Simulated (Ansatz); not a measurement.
Crystal: Bi2Te3 (Tellurobismuthite).

```
Bi Te
1.0
     2.19300    1.26613   10.16567
    -2.19300    1.26613   10.16567
     0.00000   -2.53226   10.16567
Bi Te
2 3
Cartesian
  0.0000 0.0000 18.2982
  0.0000 0.0000 12.1988
  0.0000 0.0000 24.1079
  0.0000 0.0000 6.3891
  0.0000 0.0000 0.0000
```

```yaml
Program: Ansatz 0.2.0
Task: relaxation of cell and atoms
Functional: PBE
Potentials_or_basis: Ansatz NC
Cutoff: "1120 eV (not typed: the program's choice for these potentials)"
k_mesh: 7 × 7 × 7
Occupations: fermi-dirac, width 0.05 eV
Spin: no spin polarisation
```

At the start: volume 33.87 Å³/atom.

Question: Where does the relaxation end?

Answer: It ends after 7 steps and the volume is 36.47 Å³/atom (+7.7 %); space group R-3m (No. 166, to 0.05 Å).

Step by step:
```csv
step,energy change (eV),largest force (eV/Å),volume (Å³)
1,0.0000,0.0392,169.36
2,-0.0410,0.2047,180.81
3,-0.0581,0.0418,178.84
4,-0.0629,0.0637,179.85
5,-0.0667,0.0053,181.41
6,-0.0670,0.0010,182.37
7,-0.0674,0.0010,182.37
```

Final structure:
```cif
data_structure
_symmetry_space_group_name_H-M 'P 1'
_symmetry_Int_Tables_number 1
_cell_length_a 10.9375
_cell_length_b 10.9375
_cell_length_c 10.9375
_cell_angle_alpha 23.478
_cell_angle_beta 23.478
_cell_angle_gamma 23.478
_cell_volume 182.37
loop_
_atom_site_label
_atom_site_type_symbol
_atom_site_fract_x
_atom_site_fract_y
_atom_site_fract_z
_atom_site_occupancy
Bi1 Bi 0.60230 0.60230 0.60230 1
Bi2 Bi 0.39770 0.39770 0.39770 1
Te1 Te 0.78497 0.78497 0.78497 1
Te2 Te 0.21503 0.21503 0.21503 1
Te3 Te 0.00000 0.00000 0.00000 1
```

Caveat: the plane-wave basis is chosen anew once the cell has moved, so the energies of steps on either side of that aren't comparable.
